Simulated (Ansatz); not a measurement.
The system is Sb.

```
Sb
1.0
     2.15420    1.24373    3.75800
    -2.15420    1.24373    3.75800
     0.00000   -2.48746    3.75800
Sb
2
Cartesian
  0.0000 0.0000 8.6416
  0.0000 0.0000 2.6324
```

```yaml
Program: Ansatz 0.2.0
Task: relaxation of cell and atoms
Functional: RPBE
Potentials_or_basis: all-electron LAPW, scalar-relativistic
Basis_error_allowed: 0.001 eV/atom
k_mesh: 8 × 8 × 8
Occupations: fermi-dirac, width 0.05 eV
Spin: no spin polarisation
```

At the start: volume 30.21 Å³/atom.

**Question.** Where does the relaxation end?

**Answer.** Over 8 steps the energy falls by 32.0 meV/atom and the volume is 33.48 Å³/atom (+10.8 %); space group R-3m (No. 166, to 0.05 Å).

The path:
| step | energy change (eV) | largest force (eV/Å) | volume (Å³) |
| --- | --- | --- | --- |
| 1 | 0.0000 | 0.1902 | 60.41 |
| 2 | -0.0341 | 0.3602 | 67.99 |
| 3 | -0.0585 | 0.0955 | 65.83 |
| 4 | -0.0615 | 0.0295 | 65.64 |
| 5 | -0.0636 | 0.0128 | 66.47 |
| 6 | -0.0639 | 0.0090 | 66.74 |
| 7 | -0.0640 | 0.0055 | 66.95 |
| 8 | -0.0640 | 0.0056 | 66.95 |

Final structure:
```cif
data_structure
_symmetry_space_group_name_H-M 'P 1'
_symmetry_Int_Tables_number 1
_cell_length_a 4.7348
_cell_length_b 4.7348
_cell_length_c 4.7348
_cell_angle_alpha 55.352
_cell_angle_beta 55.352
_cell_angle_gamma 55.352
_cell_volume 66.95
loop_
_atom_site_label
_atom_site_type_symbol
_atom_site_fract_x
_atom_site_fract_y
_atom_site_fract_z
_atom_site_occupancy
Sb1 Sb 0.76998 0.76998 0.76998 1
Sb2 Sb 0.23002 0.23002 0.23002 1
```
